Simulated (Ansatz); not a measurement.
TiB2: equation of state with r2SCAN

Crystal: TiB2.

```xyz
3
Lattice="3.0292 0.0000 0.0000 -1.5146 2.6234 0.0000 0.0000 0.0000 3.2284" Properties=species:S:1:pos:R:3 pbc="T T T"
Ti    0.0000    0.0000    0.0000
B     1.5146    0.8745    1.6142
B     0.0000    1.7489    1.6142
```

```json
{"Program": "Ansatz 0.2.0", "Task": "equation of state", "Functional": "r2SCAN", "Potentials or basis": "Ansatz PAW", "Cutoff": "500 eV", "Density cutoff": "2000 eV", "k mesh": "10 × 10 × 8", "Occupations": "fermi-dirac, width 0.05 eV", "Spin": "no spin polarisation"}
```

| Item | Value |
| --- | --- |
| Equilibrium volume | 8.51 Å³/atom |
| Bulk modulus at fixed shape and positions | 263 GPa |
| Pressure derivative of the bulk modulus | 3.8 |

Energy against volume, from the lowest point:
```tsv
volume (Å³/atom)	energy (meV/atom)
8.039	23.78
8.210	9.36
8.381	1.64
8.552	0.00
8.723	3.88
8.894	12.77
9.065	26.21
```

All runs of the series together: 37 s on 2 threads of AMD EPYC (Zen 3), with other jobs on the host.

Caveat: the cell was scaled at fixed shape and fractional positions, which overstates the stiffness of a crystal with free parameters, most of all of layers and chains; the PAW data sets were made with another functional, which shifts forces and pressure a little.
